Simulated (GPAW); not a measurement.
# Ge: equation of state with PBE+D4

**What was measured.**

“Sub-monolayer structures of Ag overlayers on Ge(111): experimental observations and first-principles study”, 2019, arxiv:1908.00180 quotes, for a bulk crystal of Ge: bulk modulus 75.8 GPa.

Crystal: Ge.

```xyz
2
Lattice="0.0000 2.8289 2.8289 2.8289 0.0000 2.8289 2.8289 2.8289 0.0000" Properties=species:S:1:pos:R:3 pbc="T T T"
Ge    1.4145    1.4145    1.4145
Ge    0.0000    0.0000    0.0000
```

| Property | Result |
| --- | --- |
| Program | GPAW 26.7.0 |
| Task | equation of state |
| Functional | PBE |
| Dispersion | D4 |
| Potentials or basis | GPAW PAW data sets (gpaw-data 1.2.1) |
| Cutoff | 600 eV |
| Basis | pw |
| k mesh | 8 × 8 × 8 |
| Occupations | fermi-dirac, width 0.05 eV |
| Spin | no spin polarisation |

```json
{
 "Equilibrium volume": "23.18 Å³/atom",
 "Bulk modulus": "65 GPa",
 "Pressure derivative of the bulk modulus": "5.3 (rough: it moves with the points fitted)"
}
```

Energy against volume, from the lowest point:
| volume (Å³/atom) | energy (meV/atom) |
| --- | --- |
| 21.281 | 37.44 |
| 21.733 | 20.71 |
| 22.186 | 9.29 |
| 22.639 | 2.61 |
| 23.092 | 0.00 |
| 23.545 | 1.03 |
| 23.997 | 5.38 |

Wall time 68 s on 1 thread of Arm Neoverse V1 (shared host), peak memory 0.24 GiB.

Measured bulk modulus of Ge: 75.8 GPa (quoted in “Sub-monolayer structures of Ag overlayers on Ge(111): experimental observations and first-principles study”, 2019, arxiv:1908.00180). This calculation gives 65 GPa (-14.8 %). The fit is for a static lattice scaled at fixed shape and fixed fractional positions. The cell as given is a measured one (22.64 Å³/atom); PBE+D4 puts the equilibrium volume +2.4 % from it, thermal expansion not counted.
